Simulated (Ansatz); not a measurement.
# Ti (P-1) in Ansatz: convergence with wavefunction cutoff

Aim: find how far wavefunction cutoff must go before the results for Ti settle, at PBE. This setting moves, with any that are tied to it; all else stays.

Everything below comes from runs of Ansatz 0.2.0. Logs are shortened: lines on timing, memory, paths and dates and some standing lists are left out, and cuts for length are marked.

### Step 1. The cell of the first run

The typed cell holds 2 atoms: a = 2.950 Å, b = 2.950 Å, c = 4.680 Å, α = 90.00°, β = 90.00°, γ = 120.00°.

The cell isn't the ideal one: atoms moved at random, drawn with an rms of 0.05 Å.

### Step 2. With wavefunction cutoff 400 eV

input.yaml reads:

```yaml
crystal:
  lattice:
    - [2.95, 0.0, 0.0]
    - [-1.475, 2.5547749412, 0.0]
    - [0.0, 0.0, 4.68]
  atoms:
    - { symbol: Ti, position: [0.686162, 0.32688, 0.748487] }
    - { symbol: Ti, position: [0.337973, 0.672908, 0.24873] }
hamiltonian:
  xc: pbe
  pseudopotentials: { kind: nc, accuracy: standard }
kpoints:
  mp_grid: { grid: [8, 8, 4] }
scf:
  occupations: { method: methfessel_paxton, width: 0.1 }
output:
  forces: true
  stress: true
  eigenvalues: true
basis:
  ecutwfc: "400 eV"
```

Potentials or basis: PseudoDojo standard (PBE files).

The run is started by

```console
$ ansatz run input.yaml --threads 2 --pin off --max-ram 5632MiB --backend cpu --events-out ev --progress --plain --runs-dir out
```

Wall time 3.5 s (2 threads of AMD EPYC (Zen 3), shared host); peak memory 0.31 GiB.

What came out:

| Property | Result |
| --- | --- |
| Free energy | -3210.6982 eV |
| Pressure | -7.7 GPa |
| Largest force | 0.193 eV/Å |
| Band gap on the k mesh | none (metal or under the smearing width) |

### Step 3. With wavefunction cutoff 500 eV

Edit input.yaml of step 2 so:

```diff
@@ -20,2 +20,2 @@
 basis:
-  ecutwfc: "400 eV"
+  ecutwfc: "500 eV"
```

Potentials or basis: PseudoDojo standard (PBE files).

The run is started by

```console
$ ansatz run input.yaml --threads 2 --pin off --max-ram 5632MiB --backend cpu --events-out ev --progress --plain --runs-dir out
```

It took 4 s on 2 threads of AMD EPYC (Zen 3), shared host; peak memory 0.33 GiB.

Results:

```yaml
Free_energy: -3222.4338 eV
Pressure: 2.2 GPa
Largest_force: 0.318 eV/Å
Band_gap_on_the_k_mesh: none (metal or under the smearing width)
```

### Step 4. With wavefunction cutoff 600 eV

Edit input.yaml of step 3 so:

```diff
@@ -20,2 +20,2 @@
 basis:
-  ecutwfc: "500 eV"
+  ecutwfc: "600 eV"
```

The run is started by

```console
$ ansatz run input.yaml --threads 2 --pin off --max-ram 5632MiB --backend cpu --events-out ev --progress --plain --runs-dir out
```

Wall time 5 s (2 threads of AMD EPYC (Zen 3), shared host); peak memory 0.35 GiB.

Results:

```
Free energy            : -3227.3249 eV
Pressure               : -3.4 GPa
Largest force          : 0.088 eV/Å
Band gap on the k mesh : none (metal or under the smearing width)
```

### Step 5. With wavefunction cutoff 700 eV

Edit input.yaml of step 4 so:

```diff
@@ -20,2 +20,2 @@
 basis:
-  ecutwfc: "600 eV"
+  ecutwfc: "700 eV"
```

The run is started by

```console
$ ansatz run input.yaml --threads 2 --pin off --max-ram 5632MiB --backend cpu --events-out ev --progress --plain --runs-dir out
```

Wall time 6.3 s (2 threads of AMD EPYC (Zen 3), shared host); peak memory 0.38 GiB.

What came out:

```
Free energy            : -3229.3652 eV
Pressure               : -0.9 GPa
Largest force          : 0.110 eV/Å
Band gap on the k mesh : none (metal or under the smearing width)
```

### Step 6. With wavefunction cutoff 850 eV

Edit input.yaml of step 5 so:

```diff
@@ -20,2 +20,2 @@
 basis:
-  ecutwfc: "700 eV"
+  ecutwfc: "850 eV"
```

Potentials or basis: PseudoDojo standard (PBE files).

The run is started by

```console
$ ansatz run input.yaml --threads 2 --pin off --max-ram 5632MiB --backend cpu --events-out ev --progress --plain --runs-dir out
```

It took 8.2 s on 2 threads of AMD EPYC (Zen 3), shared host; peak memory 0.41 GiB.

It converged, with:

* Free energy: -3230.1855 eV
* Pressure: -1.9 GPa
* Largest force: 0.110 eV/Å
* Band gap on the k mesh: none (metal or under the smearing width)

### Step 7. With wavefunction cutoff 1000 eV

Edit input.yaml of step 6 so:

```diff
@@ -20,2 +20,2 @@
 basis:
-  ecutwfc: "850 eV"
+  ecutwfc: "1000 eV"
```

The run is started by

```console
$ ansatz run input.yaml --threads 2 --pin off --max-ram 5632MiB --backend cpu --events-out ev --progress --plain --runs-dir out
```

It took 10 s on 2 threads of AMD EPYC (Zen 3), shared host; peak memory 0.45 GiB.

It converged, with:

```
Free energy            : -3230.2905 eV
Pressure               : -1.7 GPa
Largest force          : 0.112 eV/Å
Band gap on the k mesh : none (metal or under the smearing width)
```

### Step 8. With wavefunction cutoff 1200 eV

Edit input.yaml of step 7 so:

```diff
@@ -20,2 +20,2 @@
 basis:
-  ecutwfc: "1000 eV"
+  ecutwfc: "1200 eV"
```

The run is started by

```console
$ ansatz run input.yaml --threads 2 --pin off --max-ram 5632MiB --backend cpu --events-out ev --progress --plain --runs-dir out
```

Wall time 11 s (2 threads of AMD EPYC (Zen 3), shared host); peak memory 0.51 GiB.

It converged, with:

- Free energy: -3230.2959 eV
- Pressure: -1.7 GPa
- Largest force: 0.112 eV/Å
- Band gap on the k mesh: none (metal or under the smearing width)

### Step 9. With wavefunction cutoff 1400 eV

Edit input.yaml of step 8 so:

```diff
@@ -20,2 +20,2 @@
 basis:
-  ecutwfc: "1200 eV"
+  ecutwfc: "1400 eV"
```

Potentials or basis: PseudoDojo standard (PBE files).

The run is started by

```console
$ ansatz run input.yaml --threads 2 --pin off --max-ram 5632MiB --backend cpu --events-out ev --progress --plain --runs-dir out
```

It took 14 s on 2 threads of AMD EPYC (Zen 3), shared host; peak memory 0.58 GiB.

Results (log left out):

| Item | Value |
| --- | --- |
| Free energy | -3230.2963 eV |
| Pressure | -1.7 GPa |
| Largest force | 0.112 eV/Å |
| Band gap on the k mesh | none (metal or under the smearing width) |

### Step 10. With wavefunction cutoff 1700 eV

Edit input.yaml of step 9 so:

```diff
@@ -20,2 +20,2 @@
 basis:
-  ecutwfc: "1400 eV"
+  ecutwfc: "1700 eV"
```

Potentials or basis: PseudoDojo standard (PBE files).

The run is started by

```console
$ ansatz run input.yaml --threads 2 --pin off --max-ram 5632MiB --backend cpu --events-out ev --progress --plain --runs-dir out
```

Output:

```text
Warning: RAYON_NUM_THREADS=2 ignored (pool sized by the plan → 2); use --threads N
Engine: ansatz 0.2.0, x86_64-unknown-linux-gnu
Pseudopotentials: kind: nc
Pseudopotential: Ti, nc, valence charge 12, recommended cutoff 1142.878222 eV (normal), Ti.nc.azcp (PseudoDojo's, or run here from an input of PseudoDojo's; its table is named by hamiltonian.pseudopotentials.accuracy)
Functional definition: PBE
  parameter kappa = 0.804
  parameter beta = 0.06672455060314922
  exchange = pbe_x(kappa = kappa, mu = beta*pi^2/3)
  correlation = pbe_c(beta = beta)
Crystal: 2 atoms, lattice volume = 35.271 Å³
Basis set: ecut = 1700 eV, 5599 PW (Γ), exchange–correlation on 80×80×128 points (8 copies of the dense FFT grid, shifted against one another)
Bands: 16, of which v1, the nominal top of the filled ones, is band 12 counted from 1 (11 counted from 0)
Symmetry: 2 space group operations
Space group: P-1 (ITA 2), of the structure as read, at distance tolerance 3.3e-5 Å
k-points: 132 of 256
Non-local potential: Ti, projectors of the file, l = 0: 2, l = 1: 2, l = 2: 2
Initial density: superposition of atomic densities (chi_scale 0.1, normalization cell)
Initial wavefunctions: pseudopotential atomic-orbital guess
Functional: x = pbe(κ = 0.804, μ = 0.2195149727645171), c = pbe(β = 0.06672455060314922)
SCF iter   1: F=—  HF=-3230.656399 eV  |F-HF|=—  |Δ(HF+E_count)|=         —  Δρ=5.87e-2  dr2=1.18e0  ethr=3.10e-3  ⟨swp⟩=3.4  Hψ=8675  notcnv=0
preconditioner: auto → none  [metal: Δε(μ)=0.061 eV  Ē_g=3.096 eV  σ=0.100 eV  W_gap=0.48  n_scr=8 (ndim 8)  ℏωp=17.7 eV  f_vac=0.000  D(μ)=1.24/eV (n_scr^D=8)  sad-step TF]
SCF iter   2: F=—  HF=-3230.340101 eV  |F-HF|=—  |Δ(HF+E_count)|=   3.16e-1  S|Δr|=    0.00e0  Δρ=2.38e-2  dr2=1.89e-1  ethr=3.10e-3  ⟨swp⟩=3.6  Hψ=4846  notcnv=0  defer=2
SCF iter   3: F=—  HF=-3230.296155 eV  |F-HF|=—  |Δ(HF+E_count)|=   4.39e-2  S|Δr|=    0.00e0  Δρ=4.43e-3  dr2=3.94e-3  ethr=7.88e-4  ⟨swp⟩=2.5  Hψ=3300  notcnv=0  defer=2
SCF iter   4: F=—  HF=-3230.296538 eV  |F-HF|=—  |Δ(HF+E_count)|=   3.82e-4  S|Δr|=    0.00e0  Δρ=9.07e-4  dr2=1.18e-4  ethr=1.64e-5  ⟨swp⟩=2.1  Hψ=3581  notcnv=0  defer=2
SCF iter   5: F=—  HF=-3230.296529 eV  |F-HF|=—  |Δ(HF+E_count)|=   8.99e-6  S|Δr|=    0.00e0  Δρ=2.29e-4  dr2=7.29e-5  ethr=4.91e-7  ⟨swp⟩=2.4  Hψ=3840  notcnv=0  defer=2
SCF iter   6: F=—  HF=-3230.296637 eV  |F-HF|=—  |Δ(HF+E_count)|=   1.08e-4  S|Δr|=    0.00e0  Δρ=6.55e-5  dr2=2.08e-6  ethr=3.04e-7  ⟨swp⟩=2.2  Hψ=2884  notcnv=0  defer=2
SCF iter   7: F=-3230.296637 eV  HF=-3230.296637 eV  |F-HF|=5.21e-8  |Δ(HF+E_count)|=   3.63e-7  S|Δr|=    0.00e0  Δρ=1.95e-5  dr2=7.33e-8  ethr=4.17e-10  ⟨swp⟩=4.3  Hψ=10337  notcnv=0
SCF 1 converged in 7 iterations: F = -3230.296637 eV  dr2 = 7.33e-8
SCF converged after 7 iterations
Stability not checked: this state was not tested for a lower state beside it, because cold or Methfessel-Paxton smearing, or corrected tetrahedra, fill the levels in a way that the test cannot read (fill_not_monotonic; see scf.lower_state_search)
Free energy (F): -3230.296637 eV
Harris-Foulkes:  -3230.296637 eV  (|F-HF|=5.21e-8)
Internal energy: -3230.298123 eV  (E = F + TS)
E sigma→0 (E₀):  -3230.297008 eV
Entropy (-TS):   0.001486 eV (0.743 meV/atom)
Fermi energy:    13.190743 eV
Step filling:    the computed levels leave a gap of 0.0006 eV = 0.0 smearing widths at the electron count; against every level under it full and every level over it empty, smearing changes F+E_penalty+E_count by -0.262 meV and its σ→0 estimate by -0.634 meV
--- Per-component energies (eV) ---
  E_band       = -320.574138
  E_kinetic    = 1277.416192
  E_local      = -2429.164867  (includes V_loc(G=0)·N_el)
  E_nonlocal   = 31.838181
  E_hartree    = 664.516898
  E_xc         = -474.516816
  E_vxc        = -529.691018  (∫ρ·V_xc dr)
  E_ewald      = -2300.387711
  E_smearing   = 0.001486  (= −TS)
  E_closure    = 0.000000  (closes the sum)
  Σ components = -3230.296637   (vs F -3230.296637, Δ=0.00e0)
--- Forces (eV/Å), atoms counted from 1 ---
  atom   1  Ti    -0.09948136     0.05081880     0.00447051
  atom   2  Ti     0.09948136    -0.05081880    -0.00447051
  max |Σ_I F_I| component: 0.00e0 eV/Å
--- Stress (GPa, compression-positive) ---
       -1.783415       0.674386      -0.000387
        0.674386      -1.088437       0.000165
       -0.000387       0.000165      -2.231412
  P = ⅓ Tr σ = -1.7011 GPa (-17.011 kbar)
--- Band table (eV; the first three rows and the last of 132) ---
  k-point 0: bands = ["-43.6819", "-43.5525", "-20.2708", "-19.6681", "-19.6464", "-19.5934", "-19.5672", "-19.5566", "7.0142", "10.5232", "13.8715", "13.9158", "13.9823", "14.0107", "14.4178", "14.4784"]
  k-point 1: bands = ["-43.6632", "-43.5716", "-20.1750", "-19.6970", "-19.6519", "-19.6339", "-19.5787", "-19.5730", "7.5219", "10.1639", "13.2891", "13.7568", "13.7900", "13.8238", "14.1671", "14.2430"]
  k-point 2: bands = ["-43.6178", "-43.6174", "-19.9401", "-19.9384", "-19.6128", "-19.6123", "-19.6066", "-19.6063", "8.8438", "8.8448", "13.2469", "13.2543", "13.8374", "13.8377", "13.8823", "13.8827"]
  k-point 131: bands = ["-43.5494", "-43.5492", "-20.1581", "-20.1581", "-19.7578", "-19.7574", "-19.7160", "-19.7153", "10.7047", "10.7058", "12.3282", "12.3314", "14.4441", "14.4447", "14.8711", "14.8764"]
```

It took 16 s on 2 threads of AMD EPYC (Zen 3), shared host; peak memory 0.67 GiB.

Results:

```
Free energy            : -3230.2966 eV
Pressure               : -1.7 GPa
Largest force          : 0.112 eV/Å
Band gap on the k mesh : none (metal or under the smearing width)
```

### Step 11. Summary

| wavefunction cutoff | energy less the tightest run, at zero smearing (meV/atom) | pressure (GPa) | largest force (eV/Å) | SCF cycles | CPU time (s) | peak memory (GiB) |
| --- | --- | --- | --- | --- | --- | --- |
| 400 eV | 9799.62 | -7.74 | 0.193 | 8 | 6.7 | 0.31 |
| 500 eV | 3931.51 | 2.17 | 0.318 | 7 | 7.5 | 0.33 |
| 600 eV | 1485.91 | -3.38 | 0.088 | 7 | 9.5 | 0.35 |
| 700 eV | 465.79 | -0.89 | 0.110 | 7 | 12 | 0.38 |
| 850 eV | 55.59 | -1.90 | 0.110 | 7 | 16 | 0.41 |
| 1000 eV | 3.09 | -1.71 | 0.112 | 7 | 20 | 0.45 |
| 1200 eV | 0.37 | -1.70 | 0.112 | 7 | 21 | 0.51 |
| 1400 eV | 0.19 | -1.70 | 0.112 | 7 | 26 | 0.58 |
| 1700 eV | 0.00 | -1.70 | 0.112 | 7 | 31 | 0.67 |

Against the tightest run, the energy stays within 1 meV/atom from 1200 eV on; the pressure stays within 0.1 GPa from 1000 eV on; the largest force stays within 0.005 eV/Å from 700 eV on. The tightest run that finished is the yardstick and may itself not be fully converged.
